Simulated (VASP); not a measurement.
A run of VASP 6.6.1 is set up as follows.

The input INCAR:

```
PREC = Accurate
ENCUT = 520
EDIFF = 1E-6
ISMEAR = 0
SIGMA = 0.012
LREAL = F
LASPH = T
NELM = 60
ALGO = Normal
ISIF = 2
LWAVE = F
LCHARG = F
GGA = PE
NBANDS = 8
```

The input KPOINTS:

```
regular mesh
0
Gamma
  12 12 11
```

POSCAR

```
Si
1.0
    2.6205428149      0.0000000000      0.0000000000
   -1.3102714075      2.2694566494      0.0000000000
    0.0000000000      0.0000000000      2.4663543900
Si
1
Direct
    0.0000000000      0.0000000000      0.0000000000
```

Potentials or basis: VASP PAW PBE potentials, release 64 (Si).

The run is started by

```sh
$ cat potpaw_PBE.64/Si/POTCAR > POTCAR
$ mpirun -np 1 vasp_std > vasp.out
```

(1) Estimate the pressure.

(2) What does it give for the band gap on the k mesh?

Answers

(1) 3.0 GPa.

(2) none (metal or under the smearing width).
